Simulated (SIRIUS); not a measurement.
PtS2:

```
Pt S
1.0
     3.54320    0.00000    0.00000
    -1.77160    3.06850    0.00000
     0.00000    0.00000    5.03880
Pt S
1 2
Direct
  0.00000 0.00000 0.00000
  0.66667 0.33333 0.77300
  0.33333 0.66667 0.22700
```

- Program: SIRIUS 7.12.0
- Task: single point
- Functional: PBEsol
- Potentials or basis: PseudoDojo 0.4.1 PBEsol standard (scalar relativistic)
- Cutoff: 1152 eV
- Density cutoff: 4606 eV
- k mesh: 9 × 9 × 5
- Occupations: fermi-dirac, width 0.05 eV
- Spin: no spin polarisation

On this cell: pressure 6.2 GPa; largest force 0.938 eV/Å; band gap on the k mesh 0.95 eV.

The same run follows on a disturbed copy (atoms moved at random, drawn with an rms of 0.05 Å):

```
CELL_PARAMETERS angstrom
3.54320 0.00000 0.00000
-1.77160 3.06850 0.00000
0.00000 0.00000 5.03880
ATOMIC_POSITIONS crystal
Pt 0.99943 0.99349 0.01005
S 0.66718 0.33107 0.77169
S 0.33506 0.67148 0.23435
```

Task: What does the disturbed cell give?

Result: The energy moves by -4.5 meV/atom; pressure 4.4 GPa; largest force 1.089 eV/Å; band gap on the k mesh 0.82 eV.

Forces in eV/Å, atoms in the order of the input:
```
Pt  -0.162  0.462 -0.725
S    0.020 -0.087 -0.288
S    0.142 -0.375  1.012
```

Stress tensor (GPa, compression positive):
```
 5.27 -0.23  0.38
-0.23  4.17 -0.87
 0.38 -0.87  3.86
```

Caveats: spin-orbit coupling is left out, which moves the levels of the heavy elements; an odd mesh through Γ misses points on the zone boundary, where band edges often lie.
